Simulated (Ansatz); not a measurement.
Results of PBE-D4 in Ansatz (PAW) for tetradymite Sb₂Te₃.

Settings: plane-wave cutoff 520 eV, 10×10×10 k mesh, scalar-relativistic PAW data made under PBE.

Computed at the level's own relaxed cell.

Q: Predict the elastic constant C12, elastic constant C44, Voigt–Reuss–Hill shear modulus (Hill average), elastic constant C11, elastic constant C13, elastic constant C33 and elastic constant C66.

A: 
* **elastic constant C12**: 20.0 GPa
* **elastic constant C44**: 38.4 GPa
* **Voigt–Reuss–Hill shear modulus (Hill average)**: 26.0 GPa
* **elastic constant C11**: 82.1 GPa
* **elastic constant C13**: 28.6 GPa
* **elastic constant C33**: 53.8 GPa
* **elastic constant C66**: 31.0 GPa

Note: the dispersion coefficients are held fixed in the derivatives.

Elastic constants are with the ions relaxed.

Spin–orbit coupling is not included.

The computed numbers hold no vibrational or temperature effects.

It cost about 80 core-minutes (a rough figure) of CPU time.

Ansatz is an electronic-structure program.
